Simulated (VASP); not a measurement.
Set up this calculation in VASP 6.6.1, as the native input.

```
Task                   : single point
Functional             : revPBE
Potentials or basis    : VASP PAW PBE potentials, release 64 (Al)
Cutoff                 : 520 eV
k mesh                 : 13 × 13 × 13
Occupations            : fermi-dirac, width 0.1 eV
Spin                   : no spin polarisation
Dipole correction      : no
Further INCAR settings : ALGO = Fast; EDIFF = 1e-06; NBANDS = 8
```

The structure of Al lies in POSCAR:

```
Al
1.0
    2.8063630890      0.0000000000      0.0000000000
    0.0000000000      2.8063630890      0.0000000000
    0.0000000000      0.0000000000      2.8063630890
Al
1
Direct
    0.0000000000      0.0000000000      0.0000000000
```

This isn't the form of Al at room conditions, which is fcc.

These files were run (other wordings do the same):

INCAR

```
SYSTEM = Al
ALGO = Fast ; EDIFF = 1E-6
ENCUT = 520 ; GGA = RE
ISIF = 2 ; ISMEAR = -1
LASPH = .True. ; LCHARG = .True.
LELF = .True. ; LREAL = .False.
LVHAR = .True. ; LWAVE = .False.
NBANDS = 8 ; NELM = 100
PREC = Accurate ; SIGMA = 0.1
```

KPOINTS

```
k-points
0
Gamma
  13 13 13
  0 0 0
```

Potentials or basis: VASP PAW PBE potentials, release 64 (Al).

The run is started by

```bash
$ cat potpaw_PBE.64/Al/POTCAR > POTCAR
$ mpirun -np 1 vasp_std > vasp.out
```

Results of the run:

```json
{"Pressure": "-3.7 GPa", "Band gap on the k mesh": "none (metal or under the smearing width)"}
```

Caveat: the PAW data sets were made with another functional, which shifts forces and pressure a little.

Wall time 3.6 s on 1 thread of Intel(R) Xeon(R) 6975P-C (Granite Rapids), with other jobs on the host, peak memory 0.13 GiB.
